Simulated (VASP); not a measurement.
Crystal: MoSe2.

```
Mo Se
1.0
     3.33502    0.00000    0.00000
    -1.66751    2.88821    0.00000
     0.00000    0.00000   13.39764
Mo Se
2 4
Direct
  0.33333 0.66667 0.25000
  0.66667 0.33333 0.75000
  0.33333 0.66667 0.62318
  0.66667 0.33333 0.12318
  0.33333 0.66667 0.87682
  0.66667 0.33333 0.37682
```

The cell isn't the ideal one: a relaxed cell with its volume scaled by 1.06.

| Property | Result |
| --- | --- |
| Program | VASP 6.6.1 |
| Task | relaxation of shape and atoms at fixed volume |
| Functional | PBEsol |
| Potentials or basis | VASP PAW PBE potentials, release 64 (Mo_sv, Se) |
| Cutoff | 600 eV |
| k mesh | 9 × 9 × 2 |
| Occupations | gaussian, width 0.03 eV |
| Spin | no spin polarisation |

At the start: pressure -6.7 GPa; volume 21.51 Å³/atom.

Task: Where does the relaxation end?

Result: Over 8 steps the energy falls by 23.2 meV/atom; space group P6_3/mmc (No. 194, to 0.05 Å).

Step by step:
```csv
step,energy change (eV),largest force (eV/Å),pressure (GPa)
1,0.0000,0.8342,-6.71
2,-0.0751,0.1385,-3.80
3,-0.0754,0.0897,-3.59
4,-0.1126,0.0399,-2.54
5,-0.1385,0.0672,-0.28
6,-0.1387,0.0587,-0.48
7,-0.1388,0.0495,-0.91
8,-0.1391,0.0006,-0.70
```

Final structure:
```yaml
crystal:
  lattice:
    - [3.27946, 0.00000, 0.00000]
    - [-1.63973, 2.84010, 0.00000]
    - [0.00000, 0.00000, 13.85547]
  atoms:
    - { symbol: Mo, position: [0.33333, 0.66667, 0.25000] }
    - { symbol: Mo, position: [0.66667, 0.33333, 0.75000] }
    - { symbol: Se, position: [0.33333, 0.66667, 0.62987] }
    - { symbol: Se, position: [0.66667, 0.33333, 0.12987] }
    - { symbol: Se, position: [0.33333, 0.66667, 0.87013] }
    - { symbol: Se, position: [0.66667, 0.33333, 0.37013] }
```

Caveat: the PAW data sets were made with another functional, which shifts forces and pressure a little; this functional lacks dispersion, which binds the layers, so the pressure and a relaxed spacing across them are unreliable.
